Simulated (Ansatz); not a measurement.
# TiSi2 (Fddd) in Ansatz: a series of runs

Aim: see how the results for TiSi2 move with the level of theory and the settings. Levels: LDA, r2SCAN. Tasks: band structure.

Everything below comes from runs of Ansatz 0.2.0. Logs are shortened: lines on timing, memory, paths and dates and some standing lists are left out, and cuts for length are marked.

## 1. Starting point

It takes space group Fddd (No. 70, orthorhombic). The conventional cell has a = 4.779 Å, b = 8.235 Å, c = 8.526 Å, α = 90.00°, β = 90.00°, γ = 90.00°. Ti (site symmetry 222) is surrounded by 10 Si at 2.55 to 2.78 Å. Around Si (site symmetry 2) lie 5 Si at 2.52 to 2.79 Å and 5 Ti at 2.55 to 2.78 Å.

The cell is a database's computed one.

## 2. Band structure, LDA

The input, input.yaml:

```yaml
crystal:
  lattice:
    - [0.0, 4.1175163063, 4.2628978354]
    - [2.3895119538, 0.0, 4.2628978354]
    - [2.3895119538, 4.1175163063, 0.0]
  atoms:
    - { symbol: Ti, position: [0.75, 0.75, 0.75] }
    - { symbol: Ti, position: [0.5, 0.5, 0.5] }
    - { symbol: Si, position: [0.41256561, 0.08743439, 0.41256561] }
    - { symbol: Si, position: [0.08743439, 0.41256561, 0.08743439] }
    - { symbol: Si, position: [0.16256561, 0.83743439, 0.16256561] }
    - { symbol: Si, position: [0.83743439, 0.16256561, 0.83743439] }
hamiltonian:
  xc: lda
  pseudopotentials: { kind: paw }
kpoints:
  mp_grid: { grid: [7, 7, 7] }
  band_path:
    path:
      - [[0.0, 0.0, 0.0], [0.5, 0.0, 0.5], [1.0, 0.5, 0.5], [0.5, 0.5, 0.0], [0.0, 0.0, 0.0], [0.0, 0.4127457158, 0.4127457158], [0.5, 0.2443551471, 0.7443551471], [0.5, 0.0, 0.5]]
      - [[1.0, 0.5, 0.5], [1.0, 0.5872542842, 0.5872542842]]
      - [[0.0, 0.4127457158, 0.4127457158], [0.5, 0.7556448529, 0.2556448529], [0.5, 0.5, 0.0]]
      - [[0.5, 0.5, 0.5], [0.0, 0.0, 0.0]]
    npoints: 14
scf:
  occupations: { method: fermi_dirac, width: 0.05 }
  n_extra_bands: 15
output:
  forces: true
  stress: true
  eigenvalues: true
  fatbands: true
```

Potentials or basis: Ansatz PAW.

Run with:

```console
> ansatz run input.yaml --threads 2 --pin off --max-ram 5632MiB --backend cpu --events-out ev --progress --plain --runs-dir out
```

The log of the run:

```text
Warning: RAYON_NUM_THREADS=2 ignored (pool sized by the plan → 2); use --threads N
scf.n_extra_bands = 15 over 20 filled bands (N_el = 40.0): the run solves 35 bands
Engine: ansatz 0.2.0, aarch64-unknown-linux-gnu
Pseudopotentials: kind: paw
Pseudopotential: Ti, paw, valence charge 12, recommended cutoff 420 eV (normal), Ti.paw.azcp
Pseudopotential: Si, paw, valence charge 4, recommended cutoff 420 eV (normal), Si.paw.azcp
Functional definition: SPW92
  exchange = slater_x
  correlation = pw_c
Crystal: 6 atoms, lattice volume = 83.884 Å³
Basis set: ecut = 420 eV, 1617 PW (Γ)
Bands: 35, of which v1, the nominal top of the filled ones, is band 20 counted from 1 (19 counted from 0)
Symmetry: 8 space group operations
Space group: Fddd (ITA 70), of the structure as read, at distance tolerance 4.4e-5 Å
k-points: 64 of 343
Non-local potential: Ti, projectors of the file, l = 0: 3, l = 1: 2, l = 2: 3, l = 3: 1
Non-local potential: Si, projectors of the file, l = 0: 2, l = 1: 2, l = 2: 2
PAW form: soft (Blöchl's): semilocal exchange-correlation on the pseudo side does not see the compensation charge
PAW frozen core: Ti, regenerated for the run's functional, and the local potential with it (the file was generated under x = pbe(κ = 0.804, μ = 0.2195149727645171), c = pbe(β = 0.06672455060314922))
PAW frozen core: Si, regenerated for the run's functional, and the local potential with it (the file was generated under x = pbe(κ = 0.804, μ = 0.2195149727645171), c = pbe(β = 0.06672455060314922))
PAW one-centre angular grid: Ti, 590 points (default); XC on 64 Gauss nodes
PAW one-centre angular grid: Si, 110 points (default); XC on 64 Gauss nodes
Initial density: superposition of atomic densities (neutral atoms: chi_scale 0, normalization atom), corrected by the library's trained network
Initial wavefunctions: pseudopotential atomic-orbital guess
Functional: x = slater, c = lda
SCF iter   1: F=—  HF=-7339.174639 eV  |F-HF|=—  |Δ(HF+E_count)|=         —  Δρ=6.60e-3  dr2=5.46e-2  ethr=1.77e-3  ⟨swp⟩=5.0  Hψ=10067  notcnv=0  defer=78
preconditioner: auto → Kerker (q_TF=auto, 2.412 Å⁻¹)  [metal: Δε(μ)=0.003 eV  Ē_g=8.345 eV  σ=0.050 eV  W_gap=0.02  n_scr=16 (ndim 8)  ℏωp=19.9 eV  f_vac=0.000  D(μ)=2.42/eV (n_scr^D=16)]
SCF iter   2: F=—  HF=-7339.167662 eV  |F-HF|=—  |Δ(HF+E_count)|=   6.98e-3  Δρ=4.06e-3  dr2=2.12e-2  ethr=1.37e-4  ⟨swp⟩=1.0  Hψ=2756  notcnv=0  defer=292
SCF iter   3: F=—  HF=-7339.163258 eV  |F-HF|=—  |Δ(HF+E_count)|=   4.40e-3  Δρ=3.29e-4  dr2=1.25e-4  ethr=5.29e-5  ⟨swp⟩=2.1  Hψ=2224  notcnv=0  defer=292
SCF iter   4: F=—  HF=-7339.163227 eV  |F-HF|=—  |Δ(HF+E_count)|=   3.06e-5  Δρ=8.21e-5  dr2=4.98e-6  ethr=3.13e-7  ⟨swp⟩=2.0  Hψ=2568  notcnv=0  defer=292
SCF iter   5: F=—  HF=-7339.163228 eV  |F-HF|=—  |Δ(HF+E_count)|=   2.64e-7  Δρ=1.96e-5  dr2=2.76e-7  ethr=1.24e-8  ⟨swp⟩=2.8  Hψ=3007  notcnv=0  defer=301
SCF iter   6: F=-7339.163228 eV  HF=-7339.163228 eV  |F-HF|=1.98e-9  |Δ(HF+E_count)|=   6.04e-8  Δρ=2.57e-6  dr2=4.48e-9  ethr=2.50e-10  ⟨swp⟩=8.7  Hψ=10398  notcnv=0
SCF 1 converged in 6 iterations: F = -7339.163228 eV  dr2 = 4.48e-9
NSCF: frozen V_eff on 158 k-points
SCF converged after 6 iterations
Free energy (F): -7339.163228 eV
Harris-Foulkes:  -7339.163228 eV  (|F-HF|=1.98e-9)
Internal energy: -7339.142880 eV  (E = F + TS)
E sigma→0 (E₀):  -7339.153054 eV
Entropy (-TS):   -0.020348 eV (-3.391 meV/atom)
Fermi energy:    12.363234 eV
--- Per-component energies (eV) ---
  E_band       = -217.671880
  E_kinetic    = 720.219669
  E_local      = -2038.481984  (includes V_loc(G=0)·N_el)
  E_nonlocal   = 129.345334
  E_hartree    = 884.563245
  E_xc         = -420.779143
  E_vxc        = -442.584194  (∫ρ·V_xc dr)
  E_paw        = -3942.487602  (= ΣΔE_a)
  E_vpaw       = -355.298779  (= ΣTr[D̂ρ^β])
  E_aug_tail   = 0.000207  (compensation charges beyond the density's cutoff)
  E_ewald      = -2672.511829
  E_core_change = 0.989224  (= ΣΔE_core)
  E_smearing   = -0.020348  (= −TS)
  E_closure    = -0.000000  (closes the sum)
  Σ components = -7339.163228   (vs F -7339.163228, Δ=0.00e0)
--- Forces (eV/Å), atoms counted from 1 ---
  atom   1  Ti    -0.00000000     0.00000000    -0.00000000
  atom   2  Ti     0.00000000    -0.00000000     0.00000000
  atom   3  Si     0.00000000     0.06435514    -0.00000000
  atom   4  Si     0.00000000    -0.06435514     0.00000000
  atom   5  Si     0.00000000     0.06435514    -0.00000000
  atom   6  Si     0.00000000    -0.06435514     0.00000000
  max |Σ_I F_I| component: 0.00e0 eV/Å
--- Stress (GPa, compression-positive) ---
       -4.830541      -0.000000       0.000000
       -0.000000      -5.669299       0.000000
        0.000000       0.000000      -4.866388
  P = ⅓ Tr σ = -5.1221 GPa (-51.221 kbar)
--- Band table (eV; the first three rows and the last of 64) ---
  k-point 0: bands = ["-43.2844", "-43.2543", "-19.9806", "-19.9777", "-19.8886", "-19.8732", "-19.8608", "-19.8499", "-0.1557", "5.6886", "6.6302", "7.0358", "7.3771", "8.6442", "8.6623", "9.9316", "10.1231", "10.3596", "10.6484", "11.0764", "11.4378", "14.4134", "15.4813", "15.6692", "15.8194", "15.8208", "16.0905", "16.1347", "16.1849", "16.4681", "16.5804", "16.9705", "17.2065", "19.2863", "19.2994"]
  k-point 1: bands = ["-43.2833", "-43.2554", "-19.9817", "-19.9749", "-19.8947", "-19.8734", "-19.8595", "-19.8498", "0.0584", "5.4232", "5.8214", "6.8912", "7.7386", "8.5963", "9.1009", "9.6692", "10.2627", "10.3579", "11.1390", "11.2119", "11.4291", "14.2101", "15.3049", "15.3701", "15.5701", "15.7066", "15.8872", "16.2385", "16.3355", "16.9018", "17.2327", "17.4565", "17.7269", "19.4308", "19.8181"]
  k-point 2: bands = ["-43.2803", "-43.2582", "-19.9863", "-19.9654", "-19.9105", "-19.8718", "-19.8581", "-19.8487", "0.6723", "4.5164", "5.0024", "6.7608", "7.5721", "8.3043", "9.3589", "9.8584", "10.6445", "11.0588", "11.3085", "11.6352", "12.2145", "13.6940", "14.8838", "14.9614", "15.1753", "15.2146", "16.1103", "16.4510", "16.7957", "17.3067", "18.0844", "18.5867", "18.9442", "19.5448", "19.8337"]
  k-point 63: bands = ["-43.2699", "-43.2685", "-19.9591", "-19.9515", "-19.9200", "-19.9095", "-19.8537", "-19.8498", "1.8889", "1.9230", "5.8720", "6.8580", "7.8046", "9.1297", "9.3454", "9.8446", "10.7263", "10.9435", "11.3799", "11.4060", "13.2597", "13.3289", "14.4599", "15.0097", "15.3709", "15.5332", "15.8783", "16.0592", "16.5866", "16.8892", "17.1376", "17.2311", "18.6264", "19.1993", "20.0775"]
```

Wall time 14 s (2 threads of Arm Neoverse V2, shared host); peak memory 0.46 GiB.

Results:

* Free energy: -7339.1632 eV
* Pressure: -5.1 GPa
* Largest force: 0.064 eV/Å
* Band gap on the k mesh: none (metal or under the smearing width)

Forces on the atoms (eV/Å):
```
Ti   0.000  0.000  0.000
Ti   0.000  0.000  0.000
Si   0.000  0.064  0.000
Si   0.000 -0.064  0.000
Si   0.000  0.064  0.000
Si   0.000 -0.064  0.000
```

Levels at the corners of the path, in eV from the Fermi level:
```csv
point,band 18,band 19,band 20,band 21,band 22,band 23
Γ,-2.00,-1.71,-1.29,-0.93,2.05,3.12
Y,-2.29,-0.87,-0.87,1.27,1.27,3.27
T,-1.11,-0.64,-0.64,0.85,0.85,2.28
Z,-1.51,-0.94,-0.94,0.75,0.75,3.23
Γ,-2.00,-1.71,-1.29,-0.93,2.05,3.12
X,-0.40,0.05,0.13,0.75,0.93,1.78
A1,-1.66,-1.38,-1.38,1.41,1.41,2.14
Y,-2.29,-0.87,-0.87,1.27,1.27,3.27
T,-1.11,-0.64,-0.64,0.85,0.85,2.28
X1,-0.40,0.05,0.13,0.75,0.93,1.78
X,-0.40,0.05,0.13,0.75,0.93,1.78
A,-1.66,-1.38,-1.38,1.41,1.41,2.14
Z,-1.51,-0.94,-0.94,0.75,0.75,3.23
L,-1.04,-0.01,0.15,0.99,1.39,1.68
Γ,-2.00,-1.71,-1.29,-0.93,2.05,3.12
```

Caveat: the PAW data sets come from PBE, with cores solved anew for the run's functional, which leaves a small shift of forces and pressure.

## 3. Band structure, r2SCAN

input.yaml, as its differences from that of step 2:

```diff
@@ -13,3 +13,3 @@
 hamiltonian:
-  xc: lda
+  xc: r2scan
   pseudopotentials: { kind: paw }
@@ -31,2 +31,2 @@
   eigenvalues: true
-  fatbands: true
+  fatbands: false
```

Potentials or basis: Ansatz PAW.

Run with:

```console
> ansatz run input.yaml --threads 2 --pin off --max-ram 5632MiB --backend cpu --events-out ev --progress --plain --runs-dir out
```

Run time: 21 s. Hardware: 2 threads of Arm Neoverse V2, shared host; peak memory 0.71 GiB.

Results (log left out):

```yaml
Free_energy: -7568.1752 eV
Pressure: -0.2 GPa
Largest_force: 0.016 eV/Å
Band_gap_on_the_k_mesh: none (metal or under the smearing width)
```

Forces in eV/Å, atoms in the order of the input:
```
Ti   0.000  0.000  0.000
Ti   0.000  0.000  0.000
Si   0.000 -0.016  0.000
Si   0.000  0.016  0.000
Si   0.000 -0.016  0.000
Si   0.000  0.016  0.000
```

Stress tensor (GPa, compression positive):
```
 0.05  0.00  0.00
 0.00 -1.04  0.00
 0.00  0.00  0.33
```

Levels at the corners of the path, in eV from the Fermi level:
```csv
point,band 16,band 17,band 18,band 19,band 20,band 21,band 22,band 23,band 24,band 25
Γ,-2.79,-2.44,-2.32,-2.01,-1.56,-0.99,2.26,3.36,3.64,3.65
Y,-2.64,-2.52,-2.52,-0.93,-0.93,1.38,1.38,3.57,3.57,3.58
T,-1.35,-1.17,-1.17,-0.72,-0.72,0.91,0.91,2.46,2.46,3.37
Z,-3.17,-1.78,-1.78,-1.07,-1.07,0.81,0.81,3.42,3.42,3.63
Γ,-2.79,-2.44,-2.32,-2.01,-1.56,-0.99,2.26,3.36,3.64,3.65
X,-2.22,-1.48,-0.45,0.06,0.17,0.78,1.02,1.90,2.70,3.25
A1,-2.54,-1.83,-1.83,-1.49,-1.49,1.49,1.49,2.33,2.33,2.98
Y,-2.64,-2.52,-2.52,-0.93,-0.93,1.38,1.38,3.57,3.57,3.58
T,-1.35,-1.17,-1.17,-0.72,-0.72,0.91,0.91,2.46,2.46,3.37
X1,-2.22,-1.48,-0.45,0.06,0.17,0.78,1.02,1.90,2.70,3.25
X,-2.22,-1.48,-0.45,0.06,0.17,0.78,1.02,1.90,2.70,3.25
A,-2.54,-1.83,-1.83,-1.49,-1.49,1.49,1.49,2.33,2.33,2.98
Z,-3.17,-1.78,-1.78,-1.07,-1.07,0.81,0.81,3.42,3.42,3.63
L,-2.74,-2.07,-1.12,-0.02,0.17,1.04,1.48,1.77,2.40,2.82
Γ,-2.79,-2.44,-2.32,-2.01,-1.56,-0.99,2.26,3.36,3.64,3.65
```

Caveat: the PAW data sets come from PBE, with cores solved anew for the run's functional, which leaves a small shift of forces and pressure.
